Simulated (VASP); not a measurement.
# Te2Pt (Moncheite): single point with PBE

Te2Pt (Moncheite):

```xyz
3
Lattice="4.0100 0.0000 0.0000 -2.0050 3.4728 0.0000 0.0000 0.0000 5.2010" Properties=species:S:1:pos:R:3 pbc="T T T"
Pt    0.0000    0.0000    0.0000
Te    2.0050    1.1576    3.9007
Te    0.0000    2.3152    1.3002
```

| Item | Value |
| --- | --- |
| Program | VASP 6.6.1 |
| Task | single point |
| Functional | PBE |
| Potentials or basis | VASP PAW PBE potentials, release 64 (Pt, Te) |
| Cutoff | 520 eV |
| k mesh | 8 × 8 × 5 |
| Occupations | gaussian, width 0.02 eV |
| Spin | no spin polarisation |

```
Pressure               : 8.6 GPa
Largest force          : 0.964 eV/Å
Band gap on the k mesh : none (metal or under the smearing width)
```

Forces in eV/Å, atoms in the order of the input:
```
Pt   0.000  0.000  0.000
Te   0.000  0.000 -0.964
Te   0.000  0.000  0.964
```

Stress tensor (GPa, compression positive):
```
9.07 0.00 0.00
0.00 9.07 0.00
0.00 0.00 7.57
```

Levels at points of the mesh, in eV from the Fermi level:
| k point | band 9 | band 10 | band 11 | band 12 | band 13 | band 14 |
| --- | --- | --- | --- | --- | --- | --- |
| (0.00, 0.00, 0.00) | -0.71 | -0.71 | 1.04 | 1.04 | 1.22 | 2.58 |
| (0.50, 0.00, 0.00) | -3.71 | -3.62 | -3.05 | 0.10 | 2.49 | 3.55 |

It took 73 s on 1 thread of AMD EPYC 7571, with other jobs on the host, peak memory 0.17 GiB.

Spin-orbit coupling is left out, which matters for the levels of Pt, Te.
